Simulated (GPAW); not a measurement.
Mg2ZnO3:

```xyz
6
Lattice="3.0330 0.0000 0.0000 -1.5165 2.6267 0.0000 0.0000 0.0000 7.4033" Properties=species:S:1:pos:R:3 pbc="T T T"
Zn    0.0000    0.0000    0.0000
Mg    1.5165    0.8756    2.4742
Mg    0.0000    1.7511    4.9291
O     0.0000    0.0000    3.7017
O     1.5165    0.8756    6.1254
O     0.0000    1.7511    1.2780
```

The cell comes from a database or a generator and needn't be the stable form of this composition.

Base run:

| Property | Result |
| --- | --- |
| Program | GPAW 26.7.0 |
| Functional | r2SCAN |
| Potentials or basis | GPAW PAW data sets (gpaw-data 1.2.1) |
| Cutoff | 800 eV |
| Basis | pw |
| k mesh | 7 × 7 × 3 |
| Occupations | fermi-dirac, width 0.05 eV |
| Spin | no spin polarisation |

Its results: band gap on the k mesh 3.63 eV, indirect (least direct gap 3.70 eV); pressure -6.1 GPa; largest force 0.168 eV/Å.

Question: The run is repeated on the same cell with these changes: functional from r2SCAN to LDA; potentials or basis from GPAW PAW data sets (gpaw-data 1.2.1) to the program's PAW data sets (release 1.2.1) made for this functional. What comes out?

Answer: Band gap on the k mesh 2.85 eV, indirect (least direct gap 2.92 eV); pressure -12.0 GPa; largest force 0.282 eV/Å.

Caveats: the PAW data sets were made with another functional, which shifts forces and pressure a little (some runs).

Not every run made on this cell is shown here.
